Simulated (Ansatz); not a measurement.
**Review of an SCF result for CuO**

We look at CuO: the coordinates of a database entry, unrelaxed (space group Cc), with 4 atoms per cell. Forces or pressure are large there, so the entry is far from the computed equilibrium and may be faulty or of a sample under other conditions. Source: COD entry 9016326; the sample's temperature and pressure aren't taken into account, and it need not be the stable phase.

Level of theory: DFT, r2SCAN, PAW, plane waves, scalar-relativistic in Ansatz development build ahead of 0.2.0.

```yaml
crystal:
  lattice:
    - [2.34635, -1.71415, 0.0]
    - [2.34635, 1.71415, 0.0]
    - [-0.85192, 0.0, 5.06587]
  atoms:
    - { symbol: Cu, position: [0.0033, 0.4967, 0.0], spin: 1.0 }
    - { symbol: Cu, position: [0.4967, 0.0033, 0.5], spin: -1.0 }
    - { symbol: O, position: [0.5719, 0.4073, 0.2602] }
    - { symbol: O, position: [0.4073, 0.5719, 0.7602] }
magnetization:
  spin_polarized: true
hamiltonian:
  xc: r2scan
  pseudopotentials: { kind: paw }
basis:
  ecutwfc: 500
kpoints:
  mp_grid: { grid: [7, 7, 4] }
scf:
  occupations: { method: fermi_dirac, width: 0.05 }
  lower_state_search: "off"
output:
  forces: true
  stress: true
  write_density: true
  write_potential: true
  elf: true
  volumetric_format: npy
```

Command:
```sh
ansatz run input.yaml --threads 2 --pin off --max-ram 5120MiB --backend cpu --events-out ev --progress --plain --runs-dir out
```

It took 31 s on 2 threads of Intel(R) Xeon(R) 6975P-C (Granite Rapids) (shared host), peak memory 0.63 GiB.

The end of the output:

```
SCF converged after 19 iterations
Magnetization: 0.0000 μB (25.0000 up, 25.0000 down)
Absolute magnetization: 1.4718 μB (∫|ρ↑−ρ↓|, with the PAW one-centre terms)
Spin contamination: 0.7692 ħ² per cell (⟨S²⟩ above its minimum at these occupations)
Per-site moments (μB) at R_I (Å): [(0.5449, 0.7781), (-0.5449, 0.7781), (-0.0122, 0.7781), (0.0122, 0.7781)]
Free energy (F): -14397.307561 eV
Harris-Foulkes:  -14397.307561 eV  (|F-HF|=7.49e-8)
Internal energy: -14397.307024 eV  (E = F + TS)
E sigma→0 (E₀):  -14397.307292 eV
Entropy (-TS):   -0.000537 eV (-0.134 meV/atom)
Fermi energy:    11.974003 eV
--- Forces (eV/Å), atoms counted from 1 ---
  atom   1  Cu    -0.70331254     0.22636424     0.68549304
  atom   2  Cu    -0.70331372    -0.22636491     0.68549376
  atom   3  O      0.70329465     0.28478735    -0.68554584
  atom   4  O      0.70329155    -0.28478673    -0.68552652
--- Stress (GPa, compression-positive) ---
       -1.635941       0.000019      -1.419119
        0.000018       0.204381       0.000017
       -1.419221       0.000015      -0.703803
  P = ⅓ Tr σ = -0.7118 GPa (-7.118 kbar)
```

The mesh is too coarse to rank close states of a metal with certainty: differences of some tens of meV/atom may change, at times in sign.

A semilocal functional without U tends to delocalise d and f electrons, and can give a metal where the real compound is an insulator. Gaps of semilocal functionals run low against measured ones.

Site moments are taken inside atomic spheres and don't add up to the total.

Task: Would you trust this as the ground state? If a lower solution is known, describe it.

Result: No lower state turned up: it is the lowest of 3 states reached by 10 converged runs, and the next lies 29.4 meV/atom higher (ferromagnetic, site moments Cu1 0.64, Cu2 0.64, O3 0.31, O4 0.31 μB, total 1.91 μB per cell, no gap on the k-mesh). That doesn't prove a ground state. Only collinear orders within this cell were tried; the true ground state may need a larger cell.
